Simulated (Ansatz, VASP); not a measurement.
# Cross-check of C (C (Fd-3m)) between VASP and Ansatz

One calculation is typed for both programs; each brings its own data sets. How far apart do they land? The cell is taken from a series of runs on this material, whose earlier steps may have relaxed, scaled, displaced or heated it; both programs get it as it stands.

Program: Ansatz 0.2.0. Level of theory: plane waves, with VASP 6.6.1 beside it; single point at HSE06. Results are calculated unless marked as measured.

## Step 1: Starting point

Symmetry: Fd-3m, No. 227, cubic system. Conventional cell: a = 3.532 Å, b = 3.532 Å, c = 3.532 Å, α = 90.00°, β = 90.00°, γ = 90.00°. Nearest to C lie 4 C at 1.53 Å.

Structure file:

```xyz
8
Lattice="3.5317 0.0000 0.0000 0.0000 3.5317 0.0000 0.0000 0.0000 3.5317" Properties=species:S:1:pos:R:3 pbc="T T T"
C     0.0000    0.0000    0.0000
C     0.0000    1.7659    1.7659
C     1.7659    0.0000    1.7659
C     1.7659    1.7659    0.0000
C     0.8829    0.8829    0.8829
C     0.8829    2.6488    2.6488
C     2.6488    0.8829    2.6488
C     2.6488    2.6488    0.8829
```

## Step 2: VASP: single point, HSE06

A single point gives forces, pressure and levels at one fixed geometry, so differences don't come from the geometry; what else differs is listed under the comparison.

Lines of VASP's logs that name or quote its potential files are left out, and so is its time.

The run reads the wave functions of an earlier VASP run, which isn't shown here.

INCAR

```
SYSTEM = C
PREC = Accurate
ENCUT = 520
EDIFF = 1E-06
NELM = 100
ISMEAR = -1
SIGMA = 0.01
LREAL = .FALSE.
ALGO = Normal
LHFCALC = .TRUE.
AEXX = 0.25
GGA = PE
HFSCREEN = 0.208
LASPH = .TRUE.
NBANDS = 24
PRECFOCK = Fast
LORBIT = 11
LWAVE = .FALSE.
LCHARG = .FALSE.
ISIF = 2
```

POSCAR

```
C
1.0
    3.5317293850      0.0000000000      0.0000000000
    0.0000000000      3.5317293850      0.0000000000
    0.0000000000      0.0000000000      3.5317293850
C
8
Direct
    0.0000000000      0.0000000000      0.0000000000
    0.0000000000      0.5000000000      0.5000000000
    0.5000000000      0.0000000000      0.5000000000
    0.5000000000      0.5000000000      0.0000000000
    0.2500000000      0.2500000000      0.2500000000
    0.2500000000      0.7500000000      0.7500000000
    0.7500000000      0.2500000000      0.7500000000
    0.7500000000      0.7500000000      0.2500000000
```

KPOINTS

```
Automatic mesh
0
Gamma
2 2 2
0 0 0
```

Potentials, in the order of the species: C (PBE family, release 64).

On the command line:

```console
export OMP_NUM_THREADS=3
mpirun -np 1 vasp_std
```

Numbers of over 12 decimals in the logs are rounded to 6 here.

Output:

```text
[banner, memory and clock lines left out]
running    1 mpi-ranks, on    1 nodes
 distrk:  each k-point on    1 cores,    1 groups
 distr:  one band on    1 cores,    1 groups
 Offloading initialized ...    1 GPUs detected
 POSCAR found type information on POSCAR C
 POSCAR found :  1 types and       8 ions
 LDA part: xc-table for (Slater+PW92), standard interpolation
 found WAVECAR, reading the header
 POSCAR, INCAR and KPOINTS ok, starting setup
 FFT: planning ... GRIDC
 FFT: planning ... GRID_SOFT
 FFT: planning ... GRID
 reading WAVECAR
 the WAVECAR file was read successfully
 initial charge from wavefunction
 entering main loop
       N       E                     dE             d eps       ncg     rms          rms(c)
DAV:   1    -0.836679869846E+02   -0.83668E+02   -0.10395E+00   200   0.686E+00    0.148E+00
DAV:   2    -0.836705153234E+02   -0.25283E-02   -0.13500E-02   208   0.686E-01    0.892E-01
DAV:   3    -0.836683108066E+02    0.22045E-02   -0.13778E-03   192   0.241E-01    0.487E-01
DAV:   4    -0.836676825451E+02    0.62826E-03   -0.48954E-04   192   0.150E-01    0.258E-01
DAV:   5    -0.836675148214E+02    0.16772E-03   -0.12274E-04   208   0.768E-02    0.138E-01
DAV:   6    -0.836674683819E+02    0.46439E-04   -0.29342E-05   216   0.384E-02    0.749E-02
DAV:   7    -0.836674549339E+02    0.13448E-04   -0.72656E-06   232   0.197E-02    0.406E-02
DAV:   8    -0.836674510510E+02    0.38829E-05   -0.17749E-06   152   0.103E-02    0.226E-02
DAV:   9    -0.836674499605E+02    0.10905E-05   -0.75103E-07   112   0.740E-03    0.114E-02
DAV:  10    -0.836674497588E+02    0.20175E-06   -0.13967E-07   120   0.318E-03
   1 F= -.83667450E+02 E0= -.83667450E+02  d E =-.220252E-11
```

From OUTCAR (step 2):

```text
ion  position               nearest neighbor table
   1  0.000  0.000  0.000-   5 1.53   6 1.53   7 1.53   8 1.53
   2  0.000  0.500  0.500-   5 1.53   6 1.53   7 1.53   8 1.53
   3  0.500  0.000  0.500-   5 1.53   6 1.53   7 1.53   8 1.53
   4  0.500  0.500  0.000-   5 1.53   6 1.53   7 1.53   8 1.53
   5  0.250  0.250  0.250-   1 1.53   2 1.53   3 1.53   4 1.53
   6  0.250  0.750  0.750-   1 1.53   2 1.53   3 1.53   4 1.53
   7  0.750  0.250  0.750-   1 1.53   2 1.53   3 1.53   4 1.53
   8  0.750  0.750  0.250-   1 1.53   2 1.53   3 1.53   4 1.53

  LATTYP: Found a simple cubic cell.
 ALAT       =     3.5317293850

 Subroutine GETGRP returns: Found 48 space group operations
 (whereof 24 operations were pure point group operations)

The static configuration has the point symmetry T_d .
 The point group associated with its full space group is O_h .

 Found      4 irreducible k-points:

   k-points           NKPTS =      4   k-points in BZ     NKDIM =      8   number of bands    NBANDS=     24

   dimension x,y,z NGX =    28 NGY =   28 NGZ =   28
   dimension x,y,z NGXF=    56 NGYF=   56 NGZF=   56

   ENCUT  =  520.0 eV  38.22 Ry    6.18 a.u.   6.57  6.57  6.57*2*pi/ulx,y,z

   NELECT =      32.0000    total number of electrons

 k-points in reciprocal lattice and weights: Automatic mesh
   0.00000000  0.00000000  0.00000000       0.125
   0.50000000  0.00000000  0.00000000       0.375
   0.50000000  0.50000000  0.00000000       0.375
   0.50000000  0.50000000  0.50000000       0.125

  exchange ACFDT corr.  =         0.00000000  see jH, gK, PRB 81, 115126

 average (electrostatic) potential at core
       1 -41.1300       2 -41.1300       3 -41.1300       4 -41.1300       5 -41.1300
       6 -41.1300       7 -41.1300       8 -41.1300

 E-fermi :   9.7389

 k-point     1 :       0.0000    0.0000    0.0000
  band No.  band energies     occupation
    ...
     12       2.4725      2.00000
     13       2.4725      2.00000
     14       9.4867      2.00000
     15       9.4867      2.00000
     16       9.4867      2.00000
     17      15.5733      0.00000
     18      15.5733      0.00000
     19      15.5733      0.00000
     20      15.5733      0.00000
     21      15.5733      0.00000
    ...

 k-point     2 :       0.5000    0.0000    0.0000
  band No.  band energies     occupation
    ...
     12       4.4968      2.00000
     13       4.9324      2.00000
     14       4.9324      2.00000
     15       4.9324      2.00000
     16       4.9324      2.00000
     17      15.3667      0.00000
     18      15.3667      0.00000
     19      21.4814      0.00000
     20      21.4814      0.00000
     21      21.8678      0.00000
    ...

 k-point     3 :       0.5000    0.5000    0.0000
  band No.  band energies     occupation
    ...
     12       1.0732      2.00000
     13       6.1463      2.00000
     14       6.1463      2.00000
     15       6.1463      2.00000
     16       6.1463      2.00000
     17      19.1077      0.00000
     18      19.1077      0.00000
     19      19.1077      0.00000
     20      19.1077      0.00000
     21      21.6138      0.00000
    ...

  Total        2.3106805      2.3106805      2.3106805     -0.0000000     -0.0000000      0.0000000
  in kB       84.0404207     84.0404207     84.0404207     -0.0000000     -0.0000000      0.0000000
  external PRESSURE =      84.0404207 kB  Pullay stress =       0.0000000 kB

  energy-cutoff  :      520.00
  volume of cell :       44.05
      direct lattice vectors                 reciprocal lattice vectors
     3.531729385  0.000000000  0.000000000     0.283147402  0.000000000  0.000000000
     0.000000000  3.531729385  0.000000000     0.000000000  0.283147402  0.000000000
     0.000000000  0.000000000  3.531729385     0.000000000  0.000000000  0.283147402

 POSITION                                       TOTAL-FORCE (eV/Angst)
 -----------------------------------------------------------------------------------
      0.00000      0.00000      0.00000        -0.000000     -0.000000      0.000000
      0.00000      1.76586      1.76586         0.000000      0.000000      0.000000
      1.76586      0.00000      1.76586         0.000000     -0.000000      0.000000
      1.76586      1.76586      0.00000         0.000000      0.000000     -0.000000
      0.88293      0.88293      0.88293        -0.000000      0.000000     -0.000000
      0.88293      2.64880      2.64880        -0.000000      0.000000     -0.000000
      2.64880      0.88293      2.64880         0.000000      0.000000     -0.000000
      2.64880      2.64880      0.88293        -0.000000     -0.000000     -0.000000
 -----------------------------------------------------------------------------------
    total drift:                                0.000000      0.000001     -0.000002

  FREE ENERGIE OF THE ION-ELECTRON SYSTEM (eV)
  ---------------------------------------------------
  free  energy   TOTEN  =       -83.6674497588 eV

  energy  without entropy=      -83.6674497588  energy(sigma->0) =      -83.66744976

 total charge
# of ion       s       p       d       tot
------------------------------------------
    1        0.833   1.785   0.000   2.619
    2        0.833   1.785   0.000   2.619
    3        0.833   1.785   0.000   2.619
    4        0.833   1.785   0.000   2.619
    5        0.833   1.785   0.000   2.619
    6        0.833   1.785   0.000   2.619
    7        0.833   1.785   0.000   2.619
    8        0.833   1.785   0.000   2.619
--------------------------------------------------
tot          6.668  14.284   0.000  20.952

[... 1 further part left out ...]
```

The run ends at a pressure of 8.40 GPa.

## Step 3: Ansatz: single point, HSE06

Ansatz runs on its default PAW (the set named soft_2) files.

The same cell, functional, mesh and smearing now go to Ansatz.

input.yaml

```yaml
crystal:
  lattice:
    - [3.531729385, 0.0, 0.0]
    - [0.0, 3.531729385, 0.0]
    - [0.0, 0.0, 3.531729385]
  atoms:
    - { symbol: C, position: [0.0, 0.0, 0.0] }
    - { symbol: C, position: [0.0, 0.5, 0.5] }
    - { symbol: C, position: [0.5, 0.0, 0.5] }
    - { symbol: C, position: [0.5, 0.5, 0.0] }
    - { symbol: C, position: [0.25, 0.25, 0.25] }
    - { symbol: C, position: [0.25, 0.75, 0.75] }
    - { symbol: C, position: [0.75, 0.25, 0.75] }
    - { symbol: C, position: [0.75, 0.75, 0.25] }
basis:
  ecutwfc: 420.0
  ecutrho_ratio: 4
  xc_grid: 2
  fft_grid_basis: typed
  precision: f64
kpoints:
  mp_grid: { grid: [2, 2, 2] }
  band_path: { path: [VBM, CBM], npoints: 1 }
hamiltonian:
  xc: hse06
  pseudopotentials: { kind: paw }
scf:
  max_iter: 100
  occupations: { method: fermi_dirac, width: 0.01 }
checkpoint:
  write: "../host.point.run"
  compress: false
  write_wavefunctions: true
  write_every: 100000
```

On the command line:

```console
ansatz run input.yaml --threads 4 --pin off --max-ram 11304MiB --backend cpu --events-out ev --progress --plain --runs-dir out
```

Output:

```text
exact exchange: scf.exx.singularity resolves to wigner_seitz, which cuts the screened interaction at the faces of the exchange supercell's Wigner-Seitz cell, so that each pair interacts once, at the shortest of its separations (the periodic images that this leaves out come, for a point-like exchange hole, to about 0.131 eV on a filled level). The cut falls within the interaction's reach, and what an exchange supercel [...]
Engine: ansatz 0.2.0, aarch64-unknown-linux-gnu
Pseudopotentials: kind: paw
Pseudopotential: C, paw, valence charge 4, recommended cutoff 420 eV (normal), C.paw.azcp
Functional definition: HSE06
  parameter a = 0.25
  parameter omega = 0.11/bohr
  exchange = pbe_x - a*pbe_x_sr(omega) + a*exact_x_sr(omega)
  correlation = pbe_c
Crystal: 8 atoms, lattice volume = 44.052 Å³
Basis set: ecut = 420 eV, 847 PW (Γ), exchange–correlation on 48×48×48 points (8 copies of the dense FFT grid, shifted against one another)
Bands: 24, of which v1, the nominal top of the filled ones, is band 16 counted from 1 (15 counted from 0)
Symmetry: 192 space group operations
Space group: Fd-3m (ITA 227), of the structure as read, at distance tolerance 3.5e-5 Å
k-points: 4 of 8
Non-local potential: C, projectors of the file, l = 0: 2, l = 1: 2, l = 2: 1
PAW form: soft (Blöchl's): semilocal exchange-correlation on the pseudo side does not see the compensation charge
PAW frozen core: C, regenerated for the run's functional, and the local potential with it (the file was generated under x = pbe(κ = 0.804, μ = 0.219515), c = pbe(β = 0.066725))
PAW one-centre angular grid: C, 110 points (default); XC on 64 Gauss nodes
Initial density: superposition of atomic densities (neutral atoms: chi_scale 0, normalization atom), corrected by the library's trained network
Initial wavefunctions: pseudopotential atomic-orbital guess
Functional: x = pbe(κ = 0.804, μ = 0.219515), c = pbe(β = 0.066725), warm-up for x = pbe(κ = 0.804, μ = 0.219515) + 0.25 (exact − pbe) at short range (hse, ω = 0.207870 Å⁻¹), c = pbe(β = 0.066725); HSE06 as pw.x's `hse` composes it (authors' and Libxc's form: `xc: wpbeh`)
SCF iter   1: F=—  HF=-2005.641792 eV  |F-HF|=—  |Δ(HF+E_count)|=         —  Δρ=3.85e-3  dr2=4.51e-3  ethr=1.77e-3  ⟨swp⟩=7.5  Hψ=457  notcnv=0
preconditioner: auto → none  [insulator: Δε(μ)=4.521 eV  Ē_g=17.825 eV  σ=0.010 eV  W_gap=1.00  n_scr=18 (ndim 8)  ℏωp=31.6 eV  f_vac=0.000  D(μ)=0.00/eV (n_scr^D=0)]
SCF iter   2: F=-2005.640590 eV  HF=-2005.640727 eV  |F-HF|=1.37e-4  |Δ(HF+E_count)|=   1.06e-3  Δρ=1.48e-3  dr2=6.14e-4  ethr=1.41e-5  ⟨swp⟩=5.2  Hψ=248  notcnv=0  defer=7
SCF 1 stopped early in 2 iterations: F = -2005.640590 eV  dr2 = 6.14e-4
  greatest PAW one-centre occupation: 0.645 electrons in one spin orbital (limit 2), on the C atom at site 7 (counted from 0), in its partial waves of l = 0
Initial density: handed on by an earlier stage of this run
Initial wavefunctions: those handed on with the density
Functional: x = pbe(κ = 0.804, μ = 0.219515) + 0.25 (exact − pbe) at short range (hse, ω = 0.207870 Å⁻¹), c = pbe(β = 0.066725); HSE06 as pw.x's `hse` composes it (authors' and Libxc's form: `xc: wpbeh`)
Exchange kernel: α = 0.2500, screened, ω = 0.2079 Å⁻¹, Wigner–Seitz truncation, v(0) = 696.6940 eV·Å³, q-mesh 2×2×2, nearest image of the exchange supercell L = 7.06 Å, pair-density grid 20×20×20, without the augmentation charges, whose exchange is taken in its separable form by FFT convolution over the k-point mesh (sized by the pseudopotential files, 24×24×24 at the most), smooth part of the exact exchange by density-matrix convolution
Frozen-core exchange: fock
SCF iter   1: F=—  HF=-2006.331980 eV  |F-HF|=—  |Δ(HF+E_count)|=         —  Δρ=9.86e-3  dr2=1.55e-2  ethr=1.92e-5  ⟨swp⟩=5.8  Hψ=410  notcnv=0
preconditioner: auto → none  [insulator: Δε(μ)=5.787 eV  Ē_g=20.062 eV  σ=0.010 eV  W_gap=1.00  n_scr=18 (ndim 8)  ℏωp=31.6 eV  f_vac=0.000  D(μ)=0.00/eV (n_scr^D=0)]
SCF iter   2: F=—  HF=-2006.326274 eV  |F-HF|=—  |Δ(HF+E_count)|=   5.71e-3  Δρ=4.33e-3  dr2=2.81e-3  ethr=1.92e-5  ⟨swp⟩=3.0  Hψ=222  notcnv=0
iter 3 solved again at ethr=2.54e-7 eV; its pass at ethr=7.73e-6 eV (dr2=8.14e-5 eV) is discarded
SCF iter   3: F=—  HF=-2006.333070 eV  |F-HF|=—  |Δ(HF+E_count)|=   6.80e-3  Δρ=8.28e-4  dr2=8.73e-5  ethr=2.54e-7  ⟨swp⟩=2.0  Hψ=418  notcnv=0
SCF iter   4: F=-2006.333038 eV  HF=-2006.333039 eV  |F-HF|=9.39e-7  |Δ(HF+E_count)|=   3.14e-5  Δρ=1.13e-4  dr2=7.22e-6  ethr=2.54e-7  ⟨swp⟩=2.0  Hψ=164  notcnv=0
SCF 2 stopped early in 4 iterations: F = -2006.333038 eV  dr2 = 7.22e-6
  greatest PAW one-centre occupation: 0.648 electrons in one spin orbital (limit 2), on the C atom at site 7 (counted from 0), in its partial waves of l = 0
hybrid outer 1: dexx = +8.701e-3 eV, tail = 5.01e-5 eV
Exchange kernel: α = 0.2500, screened, ω = 0.2079 Å⁻¹, Wigner–Seitz truncation, v(0) = 696.6940 eV·Å³, q-mesh 2×2×2, nearest image of the exchange supercell L = 7.06 Å, pair-density grid 20×20×20, without the augmentation charges, whose exchange is taken in its separable form by FFT convolution over the k-point mesh (sized by the pseudopotential files, 24×24×24 at the most), smooth part of the exact exchange by density-matrix convolution
Frozen-core exchange: fock
SCF iter   1: F=—  HF=-2006.333266 eV  |F-HF|=—  |Δ(HF+E_count)|=         —  Δρ=9.31e-5  dr2=1.18e-6  ethr=7.82e-7  ⟨swp⟩=3.5  Hψ=230  notcnv=0
preconditioner: auto → none  [insulator: Δε(μ)=5.828 eV  Ē_g=20.074 eV  σ=0.010 eV  W_gap=1.00  n_scr=18 (ndim 8)  ℏωp=31.6 eV  f_vac=0.000  D(μ)=0.00/eV (n_scr^D=0)]
iter 2 solved again at ethr=5.07e-11 eV; its pass at ethr=3.26e-9 eV (dr2=1.62e-8 eV) is discarded
SCF iter   2: F=-2006.333266 eV  HF=-2006.333265 eV  |F-HF|=1.96e-8  |Δ(HF+E_count)|=   8.49e-8  Δρ=1.58e-5  dr2=6.98e-8  ethr=5.07e-11  ⟨swp⟩=3.0  Hψ=408  notcnv=0
SCF 3 converged in 2 iterations: F = -2006.333266 eV  dr2 = 6.98e-8
hybrid outer 2: dexx = +1.027e-6 eV, tail = 1.61e-7 eV, Δε = 2.13e-3 eV (about 1.36e-4 eV left of the loop's levels)
NSCF: frozen V_eff on 20 k-points
NSCF: frozen V_eff on 20 k-points
[...]
hybrid SCF converged: 2 outer / 6 inner (+2 warm-up), last move |dexx| = 1.03e-6 eV, tail = 1.61e-7 eV
Stability not checked: this state was not tested for a lower state beside it, because the functional holds exact exchange (a hybrid, or Hartree-Fock), whose exchange loop this test does not read (fock_operator; see scf.lower_state_search)
Free energy (F): -2006.333267 eV
Frozen-core exchange: fock
Harris-Foulkes:  -2006.333267 eV  (|F-HF|=1.96e-8)
Internal energy: -2006.333267 eV  (E = F + TS)
E sigma→0 (E₀):  -2006.333267 eV
Fermi energy:    16.126355 eV
--- Per-component energies (eV) ---
  E_band       = 103.875025
  E_kinetic    = 747.572951
  E_local      = -477.128476  (includes V_loc(G=0)·N_el)
  E_nonlocal   = 210.269270
  E_hartree    = 105.390997
  E_xc         = -317.290180
  E_vxc        = -389.968215  (∫ρ·V_xc dr)
  E_exx        = -73.990326  (= α·E_x^exact, valence–valence)
  E_paw        = -795.376765  (= ΣΔE_a)
  E_vpaw       = -49.673022  (= ΣTr[D̂ρ^β])
  E_aug_tail   = 0.000057  (compensation charges beyond the density's cutoff)
  E_ewald      = -1405.643047
  E_core_change = -0.137746  (= ΣΔE_core)
  E_smearing   = -0.000000  (= −TS)
  E_closure    = 0.000000  (closes the sum)
  Σ components = -2006.333267   (vs F -2006.333267, Δ=0.00e0)
--- Band table (eV) ---
  k-point 0: bands = [... 12 lower, 6.1756, 13.2158, 13.2158, 13.2158, 19.2547, 19.2547, 19.2547, 19.2547, ... 1 higher]
  k-point 1: bands = [... 12 lower, 8.6489, 8.6489, 8.6489, 8.6489, 19.0437, 19.0437, 25.1517, 25.1517, ... 1 higher]
  k-point 2: bands = [... 12 lower, 9.8596, 9.8596, 9.8596, 9.8596, 22.7860, 22.7860, 22.7860, 22.7860, ... 1 higher]
  k-point 3: bands = [... 12 lower, 10.0939, 10.0939, 10.0939, 10.0939, 23.4281, 23.4281, 23.4281, 23.4281, ... 1 higher]
  guard bands above this table: 3 of the run's 24 bands. The solve was not asked for them (output.publish_guard_bands: true or output.eigenvalues: true publishes all)
```

Reading the cycles: dr2 is the Hartree energy of the density residual (eV), the measure of convergence; HF is the Harris–Foulkes estimate of the energy, which meets the free energy F at convergence.

## Step 4: Comparison

Known differences besides the potentials themselves: exact exchange at q = 0 is treated differently, which shows on coarse meshes; VASP keeps PBE cores, Ansatz makes them for the functional; the cutoff is 420 eV in Ansatz and 520 eV in VASP; VASP takes a coarser grid for exact exchange (PRECFOCK = Fast). Total energies have different zeros and are not compared.

Both answers:

```
              quantity  Ansatz   VASP  difference
gap on the k mesh (eV)   5.828  5.880      -0.052
```

A gap on the mesh is an upper bound, since the band edges may lie between its points.

## Step 5: Results

```yaml
difference_in_gap_on_the_k_mesh_single_point_hse06: -0.052 eV
```

The difference in gap on the k mesh is -0.052 eV (single point, HSE06), within the 0.08 eV picked in this series as the mark of a large difference. How closely two codes agree says nothing of how well the functional describes the real material.

[Lines on the potential files, build, host, timing and source positions are cut from VASP's logs without a mark.]

[Logs are printed without paths, hosts, clocks, repeated set-up lines and the standing remarks that a program may print on its own settings, such as how far it seeks lower states.]

[Hosts, paths, dates, database ids (printed as entryN), source tags and the programs' standing remarks are cut or masked in the printed files.]
